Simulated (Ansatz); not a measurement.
Reading a calculation: wurtzite-structured GdN

Level of theory: DFT, PBE, scalar-relativistic, collinear spin; plane waves to 420 eV with PAW datasets (Ansatz 0.2.0), 10×10×8 k-mesh, Gaussian smearing of 0.05 eV; PAW files: Ansatz's generated set soft_2.

The start was a prototype's sites filled with these elements. The Crystallography Open Database lists the compound in space group Fm-3m (rock salt), so this is a trial structure.

The relaxed structure (symmetry read at 0.01 Å). Symmetry: P6_3mc, No. 186, hexagonal system. Conventional cell: a = 4.063 Å, b = 4.063 Å, c = 5.066 Å, α = 90.00°, β = 90.00°, γ = 120.00°. Around Gd (site symmetry 3m) lie 5 N at 2.35 to 2.66 Å. Around N (site symmetry 3m) lie 5 Gd at 2.35 to 2.66 Å. (Shells end 15 % past the nearest neighbour.)

**Question.** Should it be a metal or an insulator?

**Answer.** Formal charges Gd³⁺, N³⁻ leave Gd³⁺ with an open 4f⁷ shell. A part-filled shell gives a gap only if something splits it: here on each such atom exchange fills one spin channel and leaves the other empty, so the half-filled shell acts almost as a closed one, and the gap is 0.64 eV.

**Question.** What kind of gap is it?

**Answer.** It is indirect: 0.64 eV, against 0.93 eV for the smallest direct gap. Within 0.6 eV of the edges the projected states are 74 % N 2p at the top of the valence band and 67 % Gd 5d at the bottom of the conduction band. The valence edge mixes anion p with metal states, so the bond is partly covalent and the gap isn't a plain transfer from N to Gd.

**Question.** What moment should the f shell carry?

**Answer.** Hund's first rule gives Gd³⁺ with 7 f electrons 7 unpaired spins, a spin moment of 7 μB; the run has 6.82 μB on Gd (atomic spheres) and 7.11 f electrons on orthogonalised orbitals. The moment is close to the ion's, so in this run the shell is localised and nearly fully polarised.

**Question.** How ionic is it?

**Answer.** Bader charges against formal ones: Gd +1.76 (+3), N −1.76 (−3). The cations give up 59 % of the formal charge; Bader charges stay under formal ones because the anions' density reaches into the cations' basins, the more so the higher the formal charge and the softer the anion.

All results together:

```
Volume                                                : 18.10 Å³/atom
Band gap                                              : 0.64 eV
Smallest direct gap                                   : 0.93 eV (over both spins)
Magnetic state                                        : ferromagnetic
Site spin moments                                     : Gd 6.82; N -0.07 μB
Spin moment of the cell                               : 14.00 μB
Bader charges                                         : Gd 1.76; N -1.76 e
f electrons (orthogonalised atomic orbitals)          : Gd 7.11
Formation energy from the elements (0 K, uncorrected) : -1.48 eV/atom
```

Semilocal functionals without a U place occupied f levels too high and empty ones too low, so gaps that touch them come out too small. Scalar-relativistic only: spin–orbit splittings of the heavy atoms' levels are missing. The run wasn't fully tested for a lower electronic state. Site moments are of spin, integrated over atomic spheres. The moments were started parallel, and the real magnetic order may be another.
